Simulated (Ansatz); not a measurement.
Sb: energy above lowest point and pressure against volume per atom

All results are calculated (Ansatz 0.2.0 development build). Equation of state of a cubic crystal from periodic Kohn-Sham density functional theory without spin; pressure corrected for the finite basis.

Cell of the first row (space group Fd-3m, No. 227):
```
CELL_PARAMETERS angstrom
0.00000 3.42600 3.42600
3.42600 0.00000 3.42600
3.42600 3.42600 0.00000
ATOMIC_POSITIONS crystal
Sb 0.00000 0.00000 0.00000
Sb 0.25000 0.25000 0.25000
```

Settings of every row: formula Sb; structure type diamond; functional PBE; spin treatment none; k mesh 14x14x14; occupation method fermi-dirac; occupation width 0.061225619 eV; wave cutoff 460 eV; datasets hand-made PAW; density cutoff ratio 4.

Limits: a cubic model structure, not a phase known at ambient conditions; the SCF threshold is loose for a stress in some rows.

| row | volume per atom (Å³) | energy above lowest point (meV/atom) | pressure (GPa) |
| --- | --- | --- | --- |
| 1 | 40.211 | 15.37 | 2.1 |
| 2 | 41.067 | 6.32 | 1.302 |
| 3 | 41.922 | 1.33 | 0.58 |
| 4 | 42.778 | 0 | -0.072 |
| 5 | 43.633 | 1.98 | -0.661 |
| 6 | 44.489 | ? | ? |
| 7 | 45.344 | 14.63 | -1.672 |

Question: what energy above lowest point and pressure should row 6 give?

Worked fit of energy above lowest point. Take u = (V_r/V)^(2/3) − 1 with V_r = 42.35 Å³ an atom, which is twice the finite (Eulerian) strain; such expansions in the strain, on which the Birch-Murnaghan equation of state is built, carry the rest volume and the bulk modulus. The shown rows have u = 0.03516, 0.02072, 0.00679, -0.00668, -0.0197, -0.04452. Least squares give energy above lowest point = 0.232 + 97.82 × u + 9462.4 × u² meV/atom; a straight line predicts inner rows, each left out in turn, worse (root mean square 5.9 against 0.003 meV/atom). All shown rows lie on it to the printed digit. Its lowest point lies at u = -0.0052, or V = 42.68 Å³ an atom, and the curvature there gives the bulk modulus at fixed shape and fractions, B = (4/9)(1 + u)² E″(u)/V = 31.2 GPa. The withheld row has u = -0.03232, so the fit gives 0.232 + 97.82 × (-0.03232) + 9462.4 × (-0.03232)² = 6.95 meV/atom.

The calculation gave 6.96 meV/atom. The fit lies 0.01 meV/atom (0.065 % of the column's range) below it, one unit of the last digit.

Worked fit of pressure. Take u = (V_r/V)^(2/3) − 1 with V_r = 42.35 Å³ an atom, which is twice the finite (Eulerian) strain; such expansions in the strain, on which the Birch-Murnaghan equation of state is built, carry the rest volume and the bulk modulus. The shown rows have u = 0.03516, 0.02072, 0.00679, -0.00668, -0.0197, -0.04452. Least squares give pressure = 0.246 + 48.421 × u + 121.47 × u² + 34 × u³ GPa; a parabola predicts inner rows, each left out in turn, worse (root mean square 0.00078 against 0.00047 GPa). All shown rows lie on it to the printed digit. The pressure vanishes at u = -0.0051, or V = 42.68 Å³ an atom, and there the bulk modulus at fixed shape and fractions is B = −V dP/dV = (2/3)(1 + u) dP/du = 31.3 GPa. The withheld row has u = -0.03232, so the fit gives 0.246 + 48.421 × (-0.03232) + 121.47 × (-0.03232)² + 34 × (-0.03232)³ = -1.193 GPa.

The calculation gave -1.193 GPa. The fit meets it to the printed digit.
